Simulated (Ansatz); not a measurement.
**Li2O in Ansatz: the effect of functional**

Crystal: Li2O.

```
CELL_PARAMETERS angstrom
0.00000 2.37249 2.37249
2.37249 0.00000 2.37249
2.37249 2.37249 0.00000
ATOMIC_POSITIONS crystal
O 0.00000 0.00000 0.00000
Li 0.25000 0.25000 0.25000
Li 0.75000 0.75000 0.75000
```

The cell comes from a database or a generator and needn't be the stable form of this composition.

The cell isn't the ideal one: volume scaled by 1.06.

Alike in all runs:

```yaml
Program: Ansatz 0.2.0
Task: single point
Potentials_or_basis: Ansatz PAW
k_mesh: 10 × 10 × 10
Occupations: fermi-dirac, width 0.05 eV
Spin: no spin polarisation
```

```csv
functional,cutoff,gap on the mesh (eV),pressure (GPa)
PBEsol,420 eV (not typed: the program's choice for these potentials),?,?
LDA,420 eV (not typed: the program's choice for these potentials),4.66,-11.1
r2SCAN,500 eV (not typed: the program's choice for these potentials),5.37,-7.8
PBE,420 eV (not typed: the program's choice for these potentials),4.70,-5.2
```

Problem. What does the run with functional PBEsol give?

Solution. gap on the mesh 4.59 eV; pressure -7.2 GPa.

Caveats: the PAW data sets come from PBE, with cores solved anew for the run's functional, which leaves a small shift of forces and pressure (some runs).

A k mesh can miss the band edges.
